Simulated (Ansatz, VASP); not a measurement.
## Two plane-wave programs on Ni

The input INCAR:

```
SYSTEM = Ni
ALGO = Normal
EDIFF = 1E-7
ENCUT = 520
GGA = PE
ISIF = 2
ISMEAR = 0
LASPH = .True.
LCHARG = .False.
LREAL = .False.
LWAVE = .False.
NBANDS = 11
NELM = 80
PREC = Accurate
SIGMA = 0.2
```

KPOINTS

```
k-points
0
Gamma
  15 15 15
  0 0 0
```

Contents of POSCAR:

```
Ni
1.0
    0.0000000000      1.7572466680      1.7572466680
    1.7572466680      0.0000000000      1.7572466680
    1.7572466680      1.7572466680      0.0000000000
Ni
1
Direct
    0.0000000000      0.0000000000      0.0000000000
```

Input for Ansatz:

```yaml
crystal:
  lattice:
    - [0.0, 1.757246668, 1.757246668]
    - [1.757246668, 0.0, 1.757246668]
    - [1.757246668, 1.757246668, 0.0]
  atoms:
    - { symbol: Ni, position: [0.0, 0.0, 0.0] }
hamiltonian:
  xc: pbe
  pseudopotentials:
    kind: paw
    azcp:
      Ni: "pseudopotentials/Ni.paw.azcp"
basis:
  ecutwfc: 420
  fft_grid_basis: typed
kpoints:
  mp_grid: { grid: [15, 15, 15], shift: [0, 0, 0] }
magnetization:
  spin_polarized: false
scf:
  occupations: { method: gaussian, width: 0.2 }
  lower_state_search: "off"
output:
  stress: true
```

Alike in both runs: task single point; functional PBE; k mesh 15 × 15 × 15; occupations gaussian, width 0.2 eV; no spin polarisation.

|  | VASP | Ansatz |
| --- | --- | --- |
| version | VASP 6.6.1 | Ansatz 0.2.0 |
| potentials or method | VASP PAW PBE potentials, release 64 (Ni) | plane waves (420 eV) with PAW, scalar-relativistic |
| plane-wave cutoff (eV) | 520 | 420 |
| valence electrons in the cell | 10 | 18 |

```tsv
	VASP	Ansatz	Ansatz less VASP
pressure (GPa)	-0.2	-0.2	+0.01
```

The two sets of potentials don't hold the same shells in valence.

Caveats: the run has no spin polarisation, though such a crystal can be magnetic. Spin polarisation is off, so any magnetic state and its effect on volume and gap are missing.
